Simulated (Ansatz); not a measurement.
# F: the order of phases at one pressure

Which of fcc, bcc, hcp, simple hexagonal, omega, diamond has the lowest enthalpy for F at one common pressure? The runs shown use LAPW. Companion runs by PAW are cited.

Program: Ansatz 0.2.0. Level of theory: DFT, PBE, all-electron LAPW, scalar-relativistic. These are calculated values, not measurements.

## (1) The structure to begin with

It takes space group Fm-3m (No. 225, cubic). Conventional cell: a = 3.176 Å, b = 3.176 Å, c = 3.176 Å, α = 90.00°, β = 90.00°, γ = 90.00°. F (site symmetry m-3m) is surrounded by 12 F at 2.25 Å.

Coordinates:

```
F
1.0
     0.00000    1.58807    1.58807
     1.58807    0.00000    1.58807
     1.58807    1.58807    0.00000
F
1
Direct
  0.00000 0.00000 0.00000
```

## (2) Fcc relaxed under pressure, LAPW

input.yaml reads:

```yaml
crystal:
  lattice:
    - [0.0, 1.5880679405, 1.5880679405]
    - [1.5880679405, 0.0, 1.5880679405]
    - [1.5880679405, 1.5880679405, 0.0]
  atoms:
    - { symbol: F, position: [0.0, 0.0, 0.0] }
kpoints:
  mp_grid: { grid: [19, 19, 19] }
scf:
  occupations: { method: fermi_dirac, width: 0.08 }
hamiltonian:
  xc: pbe
  pseudopotentials: { kind: all_electron, lapw: { basis_error: 0.0005 } }
output:
  forces: true
  stress: true
  eigenvalues: true
relax:
  f_tol: 0.005
  max_steps: 12
  cell: { p_target: 23.0, stress_tol: 0.03 }
```

Launch:

```bash
ansatz run input.yaml --threads 2 --pin off --max-ram 5120MiB --backend cpu --events-out ev --progress --plain --runs-dir out
```

After this run come: Bcc relaxed under pressure, LAPW; Hcp relaxed under pressure, LAPW; Simple hexagonal relaxed under pressure, LAPW; Omega relaxed under pressure, LAPW; Diamond relaxed under pressure, LAPW.

Before running it: what results should come out? Wanted: pressure; lowest (for each run or level that gives them).

**Answer**, as computed:

| quantity | value |
| --- | --- |
| pressure | 23 GPa |
| lowest (LAPW) | simple hexagonal, 9.6 meV/atom under omega |
| lowest (PAW) | simple hexagonal, 9.5 meV/atom under omega |

**Reading.** By LAPW the order is simple hexagonal < omega < hcp < bcc < fcc < diamond. By PAW the order is simple hexagonal < omega < hcp < bcc < fcc < diamond. The methods agree on the lowest phase. Only these structures were tried, with electrons smeared by 0.08 eV and without vibrations, so the true ground state may be another. The k meshes differ between phases and weren't tested, which can move differences by some meV. The hcp start ended with c/a = 1.13, far from close packing. F has an odd count of electrons, so a run without spin can force a false metal and spoil its energy.
